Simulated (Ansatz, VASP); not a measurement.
One calculation of Mo, two programs

```
Mo
1.0
     2.81089    0.00000    0.00000
    -1.40545    2.43431    0.00000
     0.00000    0.00000    2.61667
Mo
1
Direct
  0.00000 0.00000 0.50000
```

Change from the starting cell: strain +0.025 along x and y, +0.050 along z, atoms carried along.

Alike in both runs: task single point; functional PBEsol; k mesh 24 × 24 × 24; occupations gaussian, width 0.15 eV; no spin polarisation.

|  | VASP | Ansatz |
| --- | --- | --- |
| version | VASP 6.6.1 | Ansatz 0.2.0 |
| potentials or method | VASP PAW PBE potentials, release 64 (Mo_sv) | scalar-relativistic, plane waves, PAW |
| plane-wave cutoff (eV) | 520 | 420 |
| valence electrons in the cell | 14 | 14 |

|  | VASP | Ansatz | Ansatz less VASP |
| --- | --- | --- | --- |
| gap on the k mesh at the Fermi level (eV) | none | none | - |
| pressure (GPa) | -17.5 | -17.9 | -0.39 |
| largest component of the traceless stress (GPa) | 4.14 | 4.21 | +0.066 |

A gap of «none» marks a metal or a gap that the smearing closes.

Caveats: so large a pressure means that the cell lies far from this level's equilibrium, or that cutoff or potentials fall short (VASP); the potentials were made for another functional, which shifts forces and pressure (VASP).
